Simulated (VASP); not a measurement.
# SrTiO3 (Pm-3m) in VASP: band structure with HSE06

Aim: the band structure of SrTiO3 with HSE06.

All numbers are computed with VASP 6.6.1; they aren't measurements. Logs are shortened: lines on timing, memory, paths and dates and some standing lists are left out, and cuts for length are marked.

### 1 The crystal as given

The structure is cubic, space group Pm-3m (No. 221). The conventional cell has a = 3.895 Å, b = 3.895 Å, c = 3.895 Å, α = 90.00°, β = 90.00°, γ = 90.00°. Sr (site symmetry m-3m) has 12 O at 2.75 Å as nearest neighbours. Ti (site symmetry m-3m) is surrounded by 6 O at 1.95 Å. O (site symmetry 4/mmm) has 2 Ti at 1.95 Å as nearest neighbours.

The cell is a database's computed one.

### 2 Band structure, HSE06

The input, POSCAR:

```
SrTiO3
1.0
    3.8946700000      0.0000000000      0.0000000000
    0.0000000000      3.8946700000      0.0000000000
    0.0000000000      0.0000000000      3.8946700000
Sr Ti O
1 1 3
Direct
    0.0000000000      0.0000000000      0.0000000000
    0.5000000000      0.5000000000      0.5000000000
    0.5000000000      0.0000000000      0.5000000000
    0.5000000000      0.5000000000      0.0000000000
    0.0000000000      0.5000000000      0.5000000000
```

The input, INCAR.step1:

```
SYSTEM = SrTiO3
PREC = Accurate
ENCUT = 520
EDIFF = 1E-5
ISMEAR = 0
SIGMA = 0.02
LREAL = .False.
LASPH = .True.
NELM = 100
ALGO = Normal
ISIF = 2
LWAVE = .True.
LCHARG = .False.
LMAXMIX = 4
GGA = PE
```

The input, INCAR.step2:

```
SYSTEM = SrTiO3
PREC = Accurate
ENCUT = 520
EDIFF = 1E-6
ISMEAR = 0
SIGMA = 0.02
LREAL = .False.
LASPH = .True.
NELM = 100
ALGO = Normal
ISIF = 2
LWAVE = .False.
LCHARG = .False.
LMAXMIX = 4
GGA = PE
LHFCALC = .True.
HFSCREEN = 0.2
PRECFOCK = Fast
ISTART = 1
```

The input, KPOINTS:

```
regular mesh
0
Gamma
  4 4 4
  0 0 0
```

The input, KPOINTS_OPT:

```
path GXMGRX,MR
8
line-mode
reciprocal
 0.0000000000  0.0000000000  0.0000000000  G
 0.0000000000  0.5000000000  0.0000000000  X

 0.0000000000  0.5000000000  0.0000000000  X
 0.5000000000  0.5000000000  0.0000000000  M

 0.5000000000  0.5000000000  0.0000000000  M
 0.0000000000  0.0000000000  0.0000000000  G

 0.0000000000  0.0000000000  0.0000000000  G
 0.5000000000  0.5000000000  0.5000000000  R

 0.5000000000  0.5000000000  0.5000000000  R
 0.0000000000  0.5000000000  0.0000000000  X

 0.5000000000  0.5000000000  0.0000000000  M
 0.5000000000  0.5000000000  0.5000000000  R
```

Potentials or basis: VASP PAW PBE potentials, release 64 (Sr_sv, Ti_sv, O).

Run with:

```
cat potpaw_PBE.64/Sr_sv/POTCAR potpaw_PBE.64/Ti_sv/POTCAR potpaw_PBE.64/O/POTCAR > POTCAR
cp INCAR.step1 INCAR
mpirun -np 1 vasp_std > vasp.out
cp INCAR.step2 INCAR
mpirun -np 1 vasp_std > vasp.out
```

OUTCAR:

```text
SYSTEM = SrTiO3
   PREC = Accurate
   ENCUT = 520
   EDIFF = 1E-6
   ISMEAR = 0
   LREAL = .False.
   LASPH = .True.
   NELM = 100
   ISIF = 2
   GGA = PE
   LHFCALC = .True.
   HFSCREEN = 0.2
   PRECFOCK = Fast
   ISTART = 1

 ion  position               nearest neighbor table
   1  0.000  0.000  0.000-   3 2.75   4 2.75   5 2.75   3 2.75   5 2.75   4 2.75   5 2.75   5 2.75
                             3 2.75   4 2.75   3 2.75   4 2.75   2 3.37   2 3.37   2 3.37   2 3.37
   2  0.500  0.500  0.500-   3 1.95   4 1.95   5 1.95   4 1.95   3 1.95   5 1.95   1 3.37   1 3.37
                             1 3.37   1 3.37   1 3.37   1 3.37   1 3.37   1 3.37
   3  0.500  0.000  0.500-   2 1.95   2 1.95   1 2.75   1 2.75   1 2.75   1 2.75
   4  0.500  0.500  0.000-   2 1.95   2 1.95   1 2.75   1 2.75   1 2.75   1 2.75
   5  0.000  0.500  0.500-   2 1.95   2 1.95   1 2.75   1 2.75   1 2.75   1 2.75

  LATTYP: Found a simple cubic cell.
 ALAT       =     3.8946700000

  Lattice vectors:

 A1 = (   3.8946700000,   0.0000000000,   0.0000000000)
 A2 = (   0.0000000000,   3.8946700000,   0.0000000000)
 A3 = (   0.0000000000,   0.0000000000,   3.8946700000)

Analysis of symmetry for initial positions (statically):
=====================================================================
 Subroutine PRICEL returns:
 Original cell was already a primitive cell.

 Routine SETGRP: Setting up the symmetry group for a
 simple cubic supercell.

 Subroutine GETGRP returns: Found 48 space group operations
 (whereof 48 operations were pure point group operations)
 out of a pool of 48 trial point group operations.

The static configuration has the point symmetry O_h .

Analysis of symmetry for dynamics (positions and initial velocities):
=====================================================================
 Subroutine PRICEL returns:
 Original cell was already a primitive cell.

 Routine SETGRP: Setting up the symmetry group for a
 simple cubic supercell.

 Subroutine GETGRP returns: Found 48 space group operations
 (whereof 48 operations were pure point group operations)
 out of a pool of 48 trial point group operations.

The dynamic configuration has the point symmetry O_h .

 Subroutine INISYM returns: Found 48 space group operations
 (whereof 48 operations are pure point group operations),
 and found     1 'primitive' translations

----------------------------------------------------------------------------------------

                                     Primitive cell
[... 94 lines left out ...]
   NUPDOWN=      -1.0000    fix difference up-down
   EMIN   =  10.00;   EMAX   =-10.00  energy-range for DOS
   EFERMI =   0.00;   METHOD = LEGACY
   ISMEAR =     0;   SIGMA  =   0.02  broadening in eV -4-tet -1-fermi 0-gaus
   EFERMI_NEDOS =   21; number of points for ismear=-14 and -15
   IALGO  =     38    algorithm
   IMIX   =      1    mixing-type and parameters
     AMIX     =   0.40;   BMIX     =  1.00
     AMIX_MAG =   1.60;   BMIX_MAG =  1.00
  volume/ion in A,a.u.               =      11.82        79.73
  Fermi-wavevector in a.u.,A,eV,Ry     =   1.437554  2.716583 28.117276  2.066561
  Thomas-Fermi vector in A             =   2.556619
   LORBIT       =      0    0 simple, 1 ext, 2 COOP (PROOUT), +10 PAW based schemes
   GGA     = PE    functional components
   LHFCALC =     T    Hartree Fock is set to
   PRECFOCK=fast      Normal, Fast or Accurate (Low or Medium for compatibility)
   ENCUT4O =  -1.0   cutoff for four orbital integrals eV
   NKREDX  =     1    reduce k-point grid by
   NKREDY  =     1    reduce k-point grid by
   NKREDZ  =     1    reduce k-point grid by
   AEXX    =    0.2500 exact exchange contribution
   HFSCREEN=    0.2000 screening length (either q_TF or 0.3 A-1)
   HFSCREENC=   0.2000 screening length for correlation (either q_TF or 0.3 A-1)
   ENCUTFOCK=  -1.0 apply spherical cutoff to Coloumb kernel
   IVDW    =     0    specifies the selected vdW correction
   LEPSILON=     F    determine dielectric tensor
   LRPA    =     F    only Hartree local field effects (RPA)
 non-spin polarized calculation
 Gauss-broadening in eV      SIGMA  =   0.02
  energy-cutoff  :      520.00
  volume of cell :       59.08
 maximum number of plane-waves:      1622
 NGX is ok and might be reduce to    30
  NGX = 16; NGY = 16; NGZ = 16

 number of electron      40.0000011 magnetization

 Free energy of the ion-electron system (eV)
  ---------------------------------------------------
  ext. energy  EPLUGINS =         0.00000000
  ---------------------------------------------------
  free energy    TOTEN  =       -48.71029249 eV

  energy without entropy =      -48.71029249  energy(sigma->0) =      -48.71029249

 E-fermi :   3.4603     XC(G=0):  -9.2733

 val. band max:        3.1957757420   @ k =   0.5000   0.5000   0.5000
 cond. band min:       6.5275465621   @ k =   0.0000   0.0000   0.0000
 fundamental gap:      3.3317708201
 Fermi energy:         3.4602714936

 k-point     1 :       0.0000    0.0000    0.0000
  band No.  band energies     occupation
      1     -57.6098      2.00000
      2     -32.1979      2.00000
      3     -32.1979      2.00000
      4     -32.1979      2.00000
      5     -31.4645      2.00000
      6     -15.9588      2.00000
[... 259 lines left out ...]
     23       9.5051      0.00000
     24      11.8999      0.00000

------------------------ aborting loop because EDIFF is reached ----------------------------------------

  FORCE on cell =-STRESS in cart. coord.  units (eV):
  Direction    XX          YY          ZZ          XY          YZ          ZX
  --------------------------------------------------------------------------------------
  -------------------------------------------------------------------------------------
  Total        0.2336920      0.2336920      0.2336920      0.0000000      0.0000000      0.0000000
  in kB        6.3378560      6.3378560      6.3378560      0.0000000      0.0000000      0.0000000
  external PRESSURE =       6.3378560 kB  Pullay stress =       0.0000000 kB

 VOLUME and BASIS-vectors are now :
 -----------------------------------------------------------------------------
  energy-cutoff  :      520.00
  volume of cell :       59.08
      direct lattice vectors                 reciprocal lattice vectors
     3.894670000  0.000000000  0.000000000     0.256761163  0.000000000  0.000000000
     0.000000000  3.894670000  0.000000000     0.000000000  0.256761163  0.000000000
     0.000000000  0.000000000  3.894670000     0.000000000  0.000000000  0.256761163

 POSITION                                       TOTAL-FORCE (eV/Angst)
 -----------------------------------------------------------------------------------
      0.00000      0.00000      0.00000         0.000000      0.000000      0.000000
      1.94734      1.94734      1.94734         0.000000      0.000000      0.000000
      1.94734      0.00000      1.94734         0.000000      0.000000      0.000000
      1.94734      1.94734      0.00000         0.000000      0.000000      0.000000
      0.00000      1.94734      1.94734         0.000000      0.000000      0.000000
 -----------------------------------------------------------------------------------
    total drift:                               -0.000002     -0.000014      0.000019

  FREE ENERGIE OF THE ION-ELECTRON SYSTEM (eV)
  ---------------------------------------------------
  free  energy   TOTEN  =       -48.7102924925 eV

  energy  without entropy=      -48.7102924925  energy(sigma->0) =      -48.71029249
```

Wall time 26 min (1 thread of Intel Xeon 6975P-C (Granite Rapids), shared host); peak memory 0.3 GiB.

Results:

```yaml
Free_energy: -48.7103 eV
Pressure: 0.6 GPa
Band_gap_on_the_k_mesh: 3.33 eV, indirect (least direct gap 3.71 eV)
Band_gap_along_the_path: 3.33 eV, indirect (least direct gap 3.71 eV)
```

Levels at the corners of the path, in eV from the valence-band top:
```tsv
point	band 17	band 18	band 19	band 20	band 21	band 22	band 23	band 24
Γ	-1.28	-0.38	-0.38	-0.38	3.33	3.33	3.33	5.79
X	-2.53	-2.11	-0.80	-0.80	3.53	5.48	5.48	5.81
X	-2.53	-2.11	-0.80	-0.80	3.53	5.48	5.48	5.81
M	-1.96	-1.72	-1.72	-0.10	5.50	5.50	6.07	6.89
M	-1.96	-1.72	-1.72	-0.10	5.50	5.50	6.07	6.89
Γ	-1.28	-0.38	-0.38	-0.38	3.33	3.33	3.33	5.79
Γ	-1.28	-0.38	-0.38	-0.38	3.33	3.33	3.33	5.79
R	-4.07	0.00	0.00	0.00	6.31	6.31	6.31	8.71
R	-4.07	0.00	0.00	0.00	6.31	6.31	6.31	8.70
X	-2.53	-2.11	-0.80	-0.80	3.53	5.48	5.48	5.81
M	-1.96	-1.72	-1.72	-0.10	5.50	5.50	6.07	6.89
R	-4.07	0.00	0.00	0.00	6.31	6.31	6.31	8.70
```

Caveat: the PAW data sets were made with another functional, which shifts forces and pressure a little.
